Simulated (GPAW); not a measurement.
Here is a GPAW 26.7.0 calculation.

The input run.py:

```python
from ase.dft.bandgap import bandgap
from ase.io import read, write
from ase.units import GPa
from gpaw import GPAW, PW

atoms = read('POSCAR')
atoms.set_initial_magnetic_moments([1.0, 0.0])

calc = GPAW(mode=PW(800),
            xc='MGGA_X_TPSS+MGGA_C_TPSS',
            kpts={'size': (8, 8, 8), 'gamma': True},
            occupations={'name': 'fermi-dirac', 'width': 0.05},
            nbands=22,
            convergence={'density': 1e-05, 'energy': 1e-05},
            eigensolver='davidson',
            maxiter=150,
            txt='gpaw.txt')
atoms.calc = calc
energy = atoms.get_potential_energy()
forces = atoms.get_forces()
stress = atoms.get_stress()
calc.write('gs.gpw')
write('result.traj', atoms)
print(f'Energy: {energy:.6f} eV')
print('Forces (eV/A):')
print(forces.round(4))
print('Stress (GPa):', (stress / GPa).round(3))
print('Moments:', calc.get_magnetic_moments().round(3))
print('Fermi level:', round(calc.get_fermi_level(), 4), 'eV')
print(f'Gap: {bandgap(calc)[0]:.4f} eV, direct: {bandgap(calc, direct=True)[0]:.4f} eV')

path = atoms.cell.bandpath('GXWKGLUWLK,UX', npoints=60, eps=1e-4)
bs_calc = calc.fixed_density(kpts=path, symmetry='off', nbands=31,
                             convergence={'bands': 'CBM+6.0', 'eigenstates': 1e-6}, txt='bands.txt')
bs = bs_calc.band_structure()
bs.write('bs.json')
print(f'Gap on the path: {bandgap(bs_calc)[0]:.4f} eV')
```

File POSCAR:

```
NiO
1.0
    0.0000000000      2.0859016414      2.0859016414
    2.0859016414      0.0000000000      2.0859016414
    2.0859016414      2.0859016414      0.0000000000
Ni O
1 1
Direct
    0.0000000000      0.0000000000      0.0000000000
    0.5000000000      0.5000000000      0.5000000000
```

Potentials or basis: GPAW PAW data sets (gpaw-data 1.2.1), pw.

Launch:

```bash
$ OMP_NUM_THREADS=1 python run.py
```

(1) Estimate the net moment.

(2) Estimate the pressure.

(3) What does it give for the site moments?

(4) Predict the band gap along the path.

Results:

(1) 1.94 μB per cell.

(2) 8.2 GPa.

(3) Ni +1.62; O +0.22 μB.

(4) none (metal or under the smearing width).

Caveat: the stock nickel data set gives pressures a few GPa off other programs; the PAW data sets were made with another functional, which shifts forces and pressure a little; a cell with one magnetic atom can't hold antiferromagnetic order, which such compounds often take; semilocal functionals often make such compounds metallic where correlation or magnetic order opens a gap, which also shifts bond lengths.

**Measured values to compare with.**

“Local correlations, non-local screening, multiplets, and band formation in NiO”, 2012, arxiv:1210.6675 quotes, for a bulk crystal of NiO: band gap 4.3 eV.

Measured gap of NiO: 4.3 eV (quoted in “Local correlations, non-local screening, multiplets, and band formation in NiO”, 2012, arxiv:1210.6675). This calculation gives 0.00 eV (-4.30 eV). So large a miss can be the level of theory's own, or it may mean another phase, state or a wrong row. The value is that of TPSS, without temperature or zero-point motion. The run's magnetic order (collinear spin, ferromagnetic start) needn't be the measured crystal's.
